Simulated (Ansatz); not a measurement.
# SnSe (CsCl type): testing the settings of Wannier runs

Which of these Wannier inputs for SnSe (CsCl type) end well? Each is run as it stands.

Method: plane waves, PAW; the settings change from run to run, as each input shows, in Ansatz 0.2.0.

2 further runs of the same task are left out: 2 that didn't finish. Runs told in other sessions of the task aren't counted.

## Step 1: Starting point

The structure is cubic, space group Pm-3m (No. 221). Conventional cell: a = 3.665 Å, b = 3.665 Å, c = 3.665 Å, α = 90.00°, β = 90.00°, γ = 90.00°. Sn (site symmetry m-3m) has 8 Se at 3.17 Å in its first shell of neighbours. Se (site symmetry m-3m) is surrounded by 8 Sn at 3.17 Å.

As a file:

```cif
data_structure
_symmetry_space_group_name_H-M 'Pm-3m'
_symmetry_Int_Tables_number 221
_cell_length_a 3.6654
_cell_length_b 3.6654
_cell_length_c 3.6654
_cell_angle_alpha 90.000
_cell_angle_beta 90.000
_cell_angle_gamma 90.000
_cell_volume 49.24
loop_
_atom_site_label
_atom_site_type_symbol
_atom_site_symmetry_multiplicity
_atom_site_Wyckoff_symbol
_atom_site_fract_x
_atom_site_fract_y
_atom_site_fract_z
_atom_site_occupancy
Sn1 Sn 1 a 0.00000 0.00000 0.00000 1
Se1 Se 1 b 0.50000 0.50000 0.50000 1
```

Cell and atoms come from an earlier r2SCAN relaxation. No run includes spin-orbit coupling, which matters for Sn.

## Step 2: Run 1

File input.yaml:

```yaml
crystal:
  lattice:
    - [3.6653564515, 0.0, 0.0]
    - [0.0, 3.6653564515, 0.0]
    - [0.0, 0.0, 3.6653564515]
  atoms:
    - { symbol: Sn, position: [0.0, 0.0, 0.0] }
    - { symbol: Se, position: [0.5, 0.5, 0.5] }
kpoints:
  mp_grid: { grid: [6, 6, 6] }
  band_path:
    path:
      - [[0.0, 0.0, 0.0], [-1.015058792736e-50, 0.5, -7.975894091114e-69], [0.5, 0.5, -8.757356298429e-35], [0.0, 0.0, 0.0], [0.5, 0.5, 0.5], [-1.015058792736e-50, 0.5, -7.975894091114e-69]]
      - [[0.5, 0.5, 0.5], [0.5, 0.5, -8.757356298429e-35]]
    npoints: 10
hamiltonian:
  xc: pbe
scf:
  occupations: { method: fermi_dirac, width: 0.02 }
  n_extra_bands: 6
output:
  forces: false
  stress: false
  eigenvalues: true
  wannier:
    kmesh: [4, 4, 4]
    projections: [{ species: Sn, l: s, shell: 5 }, { species: Se, l: p, shell: 4 }]
    minimise: true
    write_hr: true
    conv_tol: 1.0e-08
    max_iter: 1000
    disentanglement: { window: [0.56, 22.56], frozen_window: [7.56, 11.36] }
    stability_check: false
```

Run with:

```console
> ansatz run input.yaml --threads 4 --pin off --max-ram 3686MiB --backend cpu --events-out ev --progress --plain --runs-dir out
```

Log:

```text
Warning: RAYON_NUM_THREADS=4 ignored (pool sized by the plan → 4); use --threads N
scf.n_extra_bands = 6 over 15 filled bands (N_el = 30.0): the run solves 21 bands
Engine: ansatz 0.2.0, x86_64-unknown-linux-gnu
Pseudopotentials: kind: paw
Pseudopotential: Sn, paw, valence charge 14, recommended cutoff 420 eV (normal), Sn.paw.azcp
Pseudopotential: Se, paw, valence charge 16, recommended cutoff 420 eV (normal), Se.paw.azcp
Functional definition: PBE
  parameter kappa = 0.804
  parameter beta = 0.06672455060314922
  exchange = pbe_x(kappa = kappa, mu = beta*pi^2/3)
  correlation = pbe_c(beta = beta)
Crystal: 2 atoms, lattice volume = 49.243 Å³
Basis set: ecut = 420 eV, 949 PW (Γ)
Bands: 21, of which v1, the nominal top of the filled ones, is band 15 counted from 1 (14 counted from 0)
Symmetry: 48 space group operations
Space group: Pm-3m (ITA 221), of the structure as read, at distance tolerance 3.7e-5 Å
k-points: 20 of 216
Non-local potential: Sn, projectors of the file, l = 0: 2, l = 1: 2, l = 2: 2, l = 3: 2
Non-local potential: Se, projectors of the file, l = 0: 2, l = 1: 2, l = 2: 3, l = 3: 1
PAW form: soft (Blöchl's): semilocal exchange-correlation on the pseudo side does not see the compensation charge
PAW one-centre angular grid: Sn, 590 points (default); XC on 64 Gauss nodes
PAW one-centre angular grid: Se, 590 points (default); XC on 64 Gauss nodes
Initial density: superposition of atomic densities (neutral atoms: chi_scale 0, normalization atom), corrected by the library's trained network
Initial wavefunctions: pseudopotential atomic-orbital guess
Functional: x = pbe(κ = 0.804, μ = 0.2195149727645171), c = pbe(β = 0.06672455060314922)
SCF iter   1: F=—  HF=-11493.649948 eV  |F-HF|=—  |Δ(HF+E_count)|=         —  Δρ=9.25e-4  dr2=2.38e-4  ethr=1.77e-3  ⟨swp⟩=6.9  Hψ=2163  notcnv=0
preconditioner: auto → Resta (q_TF=auto, 2.512 Å⁻¹)  ε∞=2.5  [insulator: Δε(μ)=0.236 eV  Ē_g=19.523 eV  σ=0.020 eV  W_gap=0.55  n_scr=18 (ndim 8)  ℏωp=23.7 eV  f_vac=0.000  D(μ)=2.36/eV (n_scr^D=18)  ε∞_Penn≈2.5]
SCF iter   2: F=—  HF=-11493.648975 eV  |F-HF|=—  |Δ(HF+E_count)|=   9.73e-4  Δρ=4.68e-4  dr2=6.70e-5  ethr=7.95e-7  ⟨swp⟩=2.3  Hψ=921  notcnv=0  defer=8
SCF iter   3: F=—  HF=-11493.649016 eV  |F-HF|=—  |Δ(HF+E_count)|=   4.14e-5  Δρ=2.46e-4  dr2=2.35e-5  ethr=2.23e-7  ⟨swp⟩=2.3  Hψ=700  notcnv=0  defer=8
SCF iter   4: F=—  HF=-11493.649030 eV  |F-HF|=—  |Δ(HF+E_count)|=   1.34e-5  Δρ=3.47e-5  dr2=1.10e-6  ethr=7.83e-8  ⟨swp⟩=2.0  Hψ=478  notcnv=0  defer=8
iter 5 did not close the SCF: its close was put off for the readings that it lacked (scf_convergence_deferred on its scf_iter line)
SCF iter   5: F=-11493.649029 eV  HF=-11493.649029 eV  |F-HF|=2.66e-9  |Δ(HF+E_count)|=   3.85e-7  Δρ=6.63e-6  dr2=1.22e-8  ethr=3.65e-9  ⟨swp⟩=2.0  Hψ=688  notcnv=0  defer=8
SCF iter   6: F=-11493.649029 eV  HF=-11493.649029 eV  |F-HF|=1.04e-10  |Δ(HF+E_count)|=   7.60e-9  Δρ=1.06e-6  dr2=3.22e-10  ethr=4.06e-11  ⟨swp⟩=3.9  Hψ=1603  notcnv=0
SCF 1 converged in 6 iterations: F = -11493.649029 eV  dr2 = 3.22e-10
NSCF: frozen V_eff on 62 k-points
NSCF: frozen V_eff on 13 k-points
the Wannier pass solved 13 of the 64 points of its mesh, and has the states at the others by symmetry: states obtained by the crystal's operations at points that were solved too leave a residual of 2.56e-13 eV (read by the count's bands and the next), within 4.17e-6 eV
NSCF: frozen V_eff on 13 k-points
the Wannier pass solved 13 of the 64 points of its mesh, and has the states at the others by symmetry: states obtained by the crystal's operations at points that were solved too leave a residual of 2.64e-13 eV (read by the count's bands and the next), within 4.17e-6 eV
NSCF: frozen V_eff on 13 k-points
the Wannier pass solved 13 of the 64 points of its mesh, and has the states at the others by symmetry: states obtained by the crystal's operations at points that were solved too leave a residual of 4.23e-13 eV (read by the count's bands and the next), within 4.17e-6 eV
SCF converged after 6 iterations
Free energy (F): -11493.649029 eV
Harris-Foulkes:  -11493.649029 eV  (|F-HF|=1.04e-10)
Internal energy: -11493.646188 eV  (E = F + TS)
E sigma→0 (E₀):  -11493.647609 eV
Entropy (-TS):   -0.002841 eV (-1.421 meV/atom)
Fermi energy:    10.127311 eV
--- Per-component energies (eV) ---
  E_band       = -434.194288
  E_kinetic    = 303.194221
  E_local      = -3040.329687  (includes V_loc(G=0)·N_el)
  E_nonlocal   = -628.524082
  E_hartree    = 1628.544647
  E_xc         = -487.563086
  E_vxc        = -194.848962  (∫ρ·V_xc dr)
  E_paw        = -6044.142240  (= ΣΔE_a)
  E_vpaw       = -130.775398  (= ΣTr[D̂ρ^β])
  E_aug_tail   = -0.000565  (compensation charges beyond the density's cutoff)
  E_ewald      = -3224.825396
  E_smearing   = -0.002841  (= −TS)
  E_closure    = -0.000000  (closes the sum)
  Σ components = -11493.649029   (vs F -11493.649029, Δ=0.00e0)
--- Band table (eV; the first three rows and the last of 20) ---
  k-point 0: bands = ["-37.0374", "-37.0374", "-37.0371", "-37.0371", "-37.0371", "-11.4056", "-11.4056", "-11.3284", "-11.3284", "-11.3284", "-3.5274", "4.4832", "8.3305", "8.3305", "8.3305", "14.5957", "14.5957", "16.3204", "16.3204", "16.3204", "22.7866"]
  k-point 1: bands = ["-37.0374", "-37.0372", "-37.0372", "-37.0372", "-37.0371", "-11.4049", "-11.3904", "-11.3335", "-11.3335", "-11.3280", "-3.3267", "3.8195", "8.3904", "8.5725", "8.5725", "14.3968", "14.8651", "15.5864", "15.5864", "16.7317", "21.7045"]
  k-point 2: bands = ["-37.0374", "-37.0373", "-37.0373", "-37.0371", "-37.0367", "-11.4035", "-11.3599", "-11.3436", "-11.3436", "-11.3271", "-2.8333", "2.5019", "9.0223", "9.1863", "9.1863", "12.3328", "14.1245", "14.1245", "15.6606", "19.2013", "20.0420"]
  k-point 19: bands = ["-37.0375", "-37.0375", "-37.0375", "-37.0360", "-37.0360", "-11.3708", "-11.3708", "-11.3708", "-11.3081", "-11.3081", "-1.4124", "5.7191", "7.1961", "7.1961", "7.1961", "9.1074", "9.1074", "9.1074", "24.2566", "24.2566", "24.2566"]
Error: a combination of the trial orbitals is all but absent from the optimal subspace at ik = 2: its weight there is 8.9e-16 of the largest combination's or less, which the computation cannot tell from zero, so that the projections give no starting gauge (the trial orbitals are those of output.wannier.projections, and ik = 2 is k-point 3 of the .win and .amn files); move output.wannier.disentanglement.frozen_window, whose bands are always kept in the subspace
```

It took 2.2 s on 4 threads of Intel Xeon Platinum 8259CL at 2.50GHz (Skylake/Cascade Lake), shared host; peak memory 0.39 GiB.

What is wrong: It ended in an error. Some combination of the trial orbitals has almost no weight, at one k point, in the states chosen from the window. To mend it, choose trial orbitals that match the bands, or move the windows as the message advises.

## Step 3: Run 2

input.yaml: that of step 2 with these lines changed.

```diff
@@ -26,3 +26,3 @@
     kmesh: [4, 4, 4]
-    projections: [{ species: Sn, l: s, shell: 5 }, { species: Se, l: p, shell: 4 }]
+    projections: [{ species: Se, l: s, shell: 4 }, { species: Se, l: p, shell: 4 }]
     minimise: true
@@ -31,3 +31,6 @@
     max_iter: 1000
-    disentanglement: { window: [0.56, 22.56], frozen_window: [7.56, 11.36] }
-    stability_check: false
+    disentanglement: { window: [-8.9, 16.01], frozen_window: [4.16, 11.68] }
+  write_density: true
+  write_potential: true
+  elf: true
+  volumetric_format: npy
```

Run with:

```console
> ansatz run input.yaml --threads 4 --pin off --max-ram 3686MiB --backend cpu --events-out ev --progress --plain --runs-dir out
```

Log:

```text
Warning: RAYON_NUM_THREADS=4 ignored (pool sized by the plan → 4); use --threads N
scf.n_extra_bands = 6 over 15 filled bands (N_el = 30.0): the run solves 21 bands
Engine: ansatz 0.2.0, x86_64-unknown-linux-gnu
Pseudopotentials: kind: paw
Pseudopotential: Sn, paw, valence charge 14, recommended cutoff 420 eV (normal), Sn.paw.azcp
Pseudopotential: Se, paw, valence charge 16, recommended cutoff 420 eV (normal), Se.paw.azcp
Functional definition: PBE
  parameter kappa = 0.804
  parameter beta = 0.06672455060314922
  exchange = pbe_x(kappa = kappa, mu = beta*pi^2/3)
  correlation = pbe_c(beta = beta)
Crystal: 2 atoms, lattice volume = 49.243 Å³
Basis set: ecut = 420 eV, 949 PW (Γ)
Bands: 21, of which v1, the nominal top of the filled ones, is band 15 counted from 1 (14 counted from 0)
Symmetry: 48 space group operations
Space group: Pm-3m (ITA 221), of the structure as read, at distance tolerance 3.7e-5 Å
k-points: 20 of 216
Non-local potential: Sn, projectors of the file, l = 0: 2, l = 1: 2, l = 2: 2, l = 3: 2
Non-local potential: Se, projectors of the file, l = 0: 2, l = 1: 2, l = 2: 3, l = 3: 1
PAW form: soft (Blöchl's): semilocal exchange-correlation on the pseudo side does not see the compensation charge
PAW one-centre angular grid: Sn, 590 points (default); XC on 64 Gauss nodes
PAW one-centre angular grid: Se, 590 points (default); XC on 64 Gauss nodes
Initial density: superposition of atomic densities (neutral atoms: chi_scale 0, normalization atom), corrected by the library's trained network
Initial wavefunctions: pseudopotential atomic-orbital guess
Functional: x = pbe(κ = 0.804, μ = 0.2195149727645171), c = pbe(β = 0.06672455060314922)
SCF iter   1: F=—  HF=-11493.649948 eV  |F-HF|=—  |Δ(HF+E_count)|=         —  Δρ=9.25e-4  dr2=2.38e-4  ethr=1.77e-3  ⟨swp⟩=6.9  Hψ=2163  notcnv=0
preconditioner: auto → Resta (q_TF=auto, 2.512 Å⁻¹)  ε∞=2.5  [insulator: Δε(μ)=0.236 eV  Ē_g=19.523 eV  σ=0.020 eV  W_gap=0.55  n_scr=18 (ndim 8)  ℏωp=23.7 eV  f_vac=0.000  D(μ)=2.36/eV (n_scr^D=18)  ε∞_Penn≈2.5]
SCF iter   2: F=—  HF=-11493.648975 eV  |F-HF|=—  |Δ(HF+E_count)|=   9.73e-4  Δρ=4.68e-4  dr2=6.70e-5  ethr=7.95e-7  ⟨swp⟩=2.3  Hψ=921  notcnv=0  defer=8
SCF iter   3: F=—  HF=-11493.649016 eV  |F-HF|=—  |Δ(HF+E_count)|=   4.14e-5  Δρ=2.46e-4  dr2=2.35e-5  ethr=2.23e-7  ⟨swp⟩=2.3  Hψ=700  notcnv=0  defer=8
SCF iter   4: F=—  HF=-11493.649030 eV  |F-HF|=—  |Δ(HF+E_count)|=   1.34e-5  Δρ=3.47e-5  dr2=1.10e-6  ethr=7.83e-8  ⟨swp⟩=2.0  Hψ=478  notcnv=0  defer=8
iter 5 did not close the SCF: its close was put off for the readings that it lacked (scf_convergence_deferred on its scf_iter line)
SCF iter   5: F=-11493.649029 eV  HF=-11493.649029 eV  |F-HF|=2.66e-9  |Δ(HF+E_count)|=   3.85e-7  Δρ=6.63e-6  dr2=1.22e-8  ethr=3.65e-9  ⟨swp⟩=2.0  Hψ=688  notcnv=0  defer=8
SCF iter   6: F=-11493.649029 eV  HF=-11493.649029 eV  |F-HF|=1.04e-10  |Δ(HF+E_count)|=   7.60e-9  Δρ=1.06e-6  dr2=3.22e-10  ethr=4.06e-11  ⟨swp⟩=3.9  Hψ=1603  notcnv=0
SCF 1 converged in 6 iterations: F = -11493.649029 eV  dr2 = 3.22e-10
NSCF: frozen V_eff on 62 k-points
NSCF: frozen V_eff on 13 k-points
the Wannier pass solved 13 of the 64 points of its mesh, and has the states at the others by symmetry: states obtained by the crystal's operations at points that were solved too leave a residual of 2.56e-13 eV (read by the count's bands and the next), within 4.17e-6 eV
NSCF: frozen V_eff on 13 k-points
the Wannier pass solved 13 of the 64 points of its mesh, and has the states at the others by symmetry: states obtained by the crystal's operations at points that were solved too leave a residual of 2.64e-13 eV (read by the count's bands and the next), within 4.17e-6 eV
SCF converged after 6 iterations
Free energy (F): -11493.649029 eV
Harris-Foulkes:  -11493.649029 eV  (|F-HF|=1.04e-10)
Internal energy: -11493.646188 eV  (E = F + TS)
E sigma→0 (E₀):  -11493.647609 eV
Entropy (-TS):   -0.002841 eV (-1.421 meV/atom)
Fermi energy:    10.127311 eV
--- Per-component energies (eV) ---
  E_band       = -434.194288
  E_kinetic    = 303.194221
  E_local      = -3040.329687  (includes V_loc(G=0)·N_el)
  E_nonlocal   = -628.524082
  E_hartree    = 1628.544647
  E_xc         = -487.563086
  E_vxc        = -194.848962  (∫ρ·V_xc dr)
  E_paw        = -6044.142240  (= ΣΔE_a)
  E_vpaw       = -130.775398  (= ΣTr[D̂ρ^β])
  E_aug_tail   = -0.000565  (compensation charges beyond the density's cutoff)
  E_ewald      = -3224.825396
  E_smearing   = -0.002841  (= −TS)
  E_closure    = -0.000000  (closes the sum)
  Σ components = -11493.649029   (vs F -11493.649029, Δ=0.00e0)
--- Band table (eV; the first three rows and the last of 20) ---
  k-point 0: bands = ["-37.0374", "-37.0374", "-37.0371", "-37.0371", "-37.0371", "-11.4056", "-11.4056", "-11.3284", "-11.3284", "-11.3284", "-3.5274", "4.4832", "8.3305", "8.3305", "8.3305", "14.5957", "14.5957", "16.3204", "16.3204", "16.3204", "22.7866"]
  k-point 1: bands = ["-37.0374", "-37.0372", "-37.0372", "-37.0372", "-37.0371", "-11.4049", "-11.3904", "-11.3335", "-11.3335", "-11.3280", "-3.3267", "3.8195", "8.3904", "8.5725", "8.5725", "14.3968", "14.8651", "15.5864", "15.5864", "16.7317", "21.7045"]
  k-point 2: bands = ["-37.0374", "-37.0373", "-37.0373", "-37.0371", "-37.0367", "-11.4035", "-11.3599", "-11.3436", "-11.3436", "-11.3271", "-2.8333", "2.5019", "9.0223", "9.1863", "9.1863", "12.3328", "14.1245", "14.1245", "15.6606", "19.2013", "20.0420"]
  k-point 19: bands = ["-37.0375", "-37.0375", "-37.0375", "-37.0360", "-37.0360", "-11.3708", "-11.3708", "-11.3708", "-11.3081", "-11.3081", "-1.4124", "5.7191", "7.1961", "7.1961", "7.1961", "9.1074", "9.1074", "9.1074", "24.2566", "24.2566", "24.2566"]
WARN: one of the run's output files is refused, and neither it nor the files that depend on it are written in full: <dir> frozen window holds 7 > num_wann = 4 bands at ik = 26 (ik counts from 0, the k-points of the .win, .mmn and .eig files from 1)
Error: frozen window holds 7 > num_wann = 4 bands at ik = 26 (ik counts from 0, the k-points of the .win, .mmn and .eig files from 1)
```

Wall time 1.5 s (4 threads of Intel Xeon Platinum 8259CL at 2.50GHz (Skylake/Cascade Lake), shared host); peak memory 0.39 GiB.

Diagnosis: It ended in an error. The frozen window holds more states than there are functions. To mend it, project on all shells that make up the frozen bands, or narrow the frozen window.

## Step 4: Summary

| run | settings | ended | fault | time |
| --- | --- | --- | --- | --- |
| 1 | PBE, 4 functions, 4×4×4, window 0.56 to 22.56 eV, frozen 7.56 to 11.36 eV | stopped by an error | some combination of the trial orbitals has almost no weight, at one k point, in the states chosen from the window | 2.2 s |
| 2 | PBE, 4 functions, 4×4×4, window -8.9 to 16.01 eV, frozen 4.16 to 11.68 eV | stopped by an error | the frozen window holds more states than there are functions | 1.5 s |

In words: 2 stopped by an error. No run passed without a fault or warning, so no result is quoted.
